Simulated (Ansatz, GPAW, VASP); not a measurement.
## Ni: programs and potentials compared

```xyz
1
Lattice="0.0000 1.7376 1.7376 1.7376 0.0000 1.7376 1.7376 1.7376 0.0000" Properties=species:S:1:pos:R:3 pbc="T T T"
Ni    0.0000    0.0000    0.0000
```

Alike in all runs: task single point; functional PBE; k mesh 13 × 13 × 13; occupations gaussian, width 0.011 eV; collinear spin, ferromagnetic start; no spin-orbit coupling. Pressure is positive in compression and, in plane waves, holds the error of the finite cutoff.

```csv
program and potentials,plane-wave cutoff (eV),notes,pressure (GPa),net moment per atom (μB)
"GPAW, GPAW PAW data sets (gpaw-data 1.2.1)",600,16 valence electrons an atom on average; this data set often lies off other programs,10.46,0.64
"Ansatz, all-electron LAPW, scalar-relativistic",-,-,?,?
"VASP, PBE PAW files Ni, 520 eV",520,10 valence electrons an atom on average,7.79,0.62
```

Q: Estimate from the other rows what the run with Ansatz, all-electron LAPW, scalar-relativistic gave.

A: Pressure 7.98 GPa; net moment per atom 0.64 μB. The other rows, which needn't bracket it: pressure 7.79 to 10.46; net moment per atom 0.62 to 0.64.
